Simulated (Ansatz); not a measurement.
HfS2 built on the CdI2 prototype, relaxed with r2SCAN+rVV10. It is trigonal, P-3m1 (No. 164); conventional cell a = 3.630 Å, c = 5.878 Å, 22.36 Å³ an atom. Hf is surrounded by 6 S at 2.54 Å; S is surrounded by 3 Hf at 2.54 Å.

```
Hf S
1.0
     3.63030    0.00000    0.00000
    -1.81515    3.14393    0.00000
     0.00000    0.00000    5.87836
Hf S
1 2
Direct
  0.00000 0.00000 0.00000
  0.33333 0.66667 0.24463
  0.66667 0.33333 0.75537
```

4 runs of Ansatz 0.2.0 on this cell differ in the functional (and in the settings that go with it). Levels are in eV from each run's valence top; v1 is the last filled band, c1 the first empty one.

Run A, mean stress +1.3 GPa (compression positive):
```tsv
point	v2	v1	c1	c2
Γ	-0.14	-0.02	2.86	2.86
M	-2.21	-1.56	1.98	5.15
K	-2.43	-1.94	3.50	4.72
A	-0.28	-0.28	2.81	2.81
L	-1.29	-1.05	1.85	5.12
H	-2.05	-2.05	3.75	4.36
```

Run B, mean stress +2.1 GPa (compression positive):
```tsv
point	v2	v1	c1	c2
Γ	-0.13	-0.02	1.92	1.92
M	-2.00	-1.39	1.17	3.98
K	-2.20	-1.70	2.52	3.65
A	-0.26	-0.26	1.88	1.88
L	-1.13	-0.93	1.03	3.97
H	-1.86	-1.86	2.72	3.30
```

Run C, mean stress +1.3 GPa (compression positive):
```tsv
point	v2	v1	c1	c2
Γ	-0.13	-0.02	3.56	3.56
M	-2.26	-1.58	2.68	5.87
K	-2.48	-1.97	4.20	5.45
A	-0.27	-0.27	3.51	3.51
L	-1.30	-1.06	2.54	5.84
H	-2.08	-2.08	4.46	5.08
```

Run D, mean stress +1.0 GPa (compression positive):
```tsv
point	v2	v1	c1	c2
Γ	-0.15	-0.02	2.24	2.24
M	-2.07	-1.46	1.49	4.36
K	-2.26	-1.78	2.87	4.02
A	-0.29	-0.29	2.19	2.19
L	-1.20	-0.97	1.34	4.34
H	-1.92	-1.92	3.08	3.68
```

Task: Match the runs to PBE, r2SCAN, HSE06, PBE0.

Result: A is HSE06, B is PBE, C is PBE0, D is r2SCAN. In order of the gap: PBE 1.03, r2SCAN 1.34, HSE06 1.85, PBE0 2.54 eV.

(Simulation; spin polarisation is off.)

Spin-orbit coupling is left out, which matters wherever the heavy atoms make up the band edges.

The stress of a hybrid is loosely converged in these runs.

The meshes of the hybrids are coarse, so their gaps aren't converged to the digits shown.
